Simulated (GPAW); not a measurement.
Write an ASE script for GPAW 26.7.0 that does the following.

```
Task                : single point
Functional          : PBE
Potentials or basis : GPAW PAW data sets (gpaw-data 1.2.1)
Cutoff              : 600 eV
Basis               : pw
k mesh              : 8 × 8 × 8
Occupations         : gaussian, width 0.018 eV
Spin                : no spin polarisation
Maxiter             : 150
```

The structure of InP lies in POSCAR:

```
InP
1.0
    0.0000000000      2.9305000000      2.9305000000
    2.9305000000      0.0000000000      2.9305000000
    2.9305000000      2.9305000000      0.0000000000
In P
1 1
Direct
    0.0000000000      0.0000000000      0.0000000000
    0.7500000000      0.7500000000      0.7500000000
```

One way to write it, as run:

run.py

```python
from ase.dft.bandgap import bandgap
from ase.io import read, write
from ase.units import GPa
from gpaw import GPAW, PW

atoms = read('POSCAR')

calc = GPAW(mode=PW(600),
            xc='PBE',
            kpts={'size': (8, 8, 8), 'gamma': True},
            occupations={'name': 'methfessel-paxton', 'order': 0, 'width': 0.018000000000000002},
            nbands=18,
            convergence={'density': 1e-05, 'energy': 1e-05},
            maxiter=150,
            txt='gpaw.txt')
atoms.calc = calc
energy = atoms.get_potential_energy()
forces = atoms.get_forces()
stress = atoms.get_stress()
calc.write('gs.gpw')
write('result.traj', atoms)
print(f'Energy: {energy:.6f} eV')
print('Forces (eV/A):')
print(forces.round(4))
print('Stress (GPa):', (stress / GPa).round(3))
print('Fermi level:', round(calc.get_fermi_level(), 4), 'eV')
print(f'Gap: {bandgap(calc)[0]:.4f} eV, direct: {bandgap(calc, direct=True)[0]:.4f} eV')
```

Potentials or basis: GPAW PAW data sets (gpaw-data 1.2.1), pw.

Run with:

```sh
$ OMP_NUM_THREADS=1 python run.py
```

Results of the run:

* Pressure: 3.0 GPa
* Band gap on the k mesh: 0.71 eV, direct

Caveat: spin-orbit coupling is left out, which moves the levels of the heavy elements.

Run time: 16 s on 1 thread of Arm Neoverse V1, on a shared host, peak memory 0.16 GiB.
